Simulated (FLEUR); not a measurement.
Crystal: MnO.

```
CELL_PARAMETERS angstrom
0.00000 2.22391 2.22391
2.22391 0.00000 2.22391
2.22391 2.22391 0.00000
ATOMIC_POSITIONS crystal
Mn 0.00000 0.00000 0.00000
O 0.50000 0.50000 0.50000
```

The cell is a database's computed one.

Base run:

- Program: FLEUR MaX-R8.1 (later development tree)
- Functional: PBEsol
- Potentials or basis: all-electron
- Basis: FLAPW
- Kmax: 4.5 1/bohr
- k mesh: 8 × 8 × 8
- Occupations: fermi-dirac, width 0.05 eV
- Spin: collinear spin, ferromagnetic start
- Starting moments: [4.0, 0.0] μB
- Hubbard terms: Mn d U = 6 eV

Its results: band gap on the k mesh 0.39 eV, indirect (least direct gap 2.59 eV); net moment 5.00 μB per cell; site moments Mn +4.57; O +0.14 μB.

**Question.** The run is repeated on the same cell with these changes: hubbard terms from Mn d U = 6 eV to Mn d U = 4 eV. What comes out?

**Answer.** Band gap on the k mesh none (metal or under the smearing width); net moment 5.00 μB per cell; site moments Mn +4.53; O +0.17 μB.

Caveats: a cell with one magnetic atom can't hold antiferromagnetic order, which such compounds often take.

A k mesh can miss the band edges.

Not every run made on this cell is shown here.
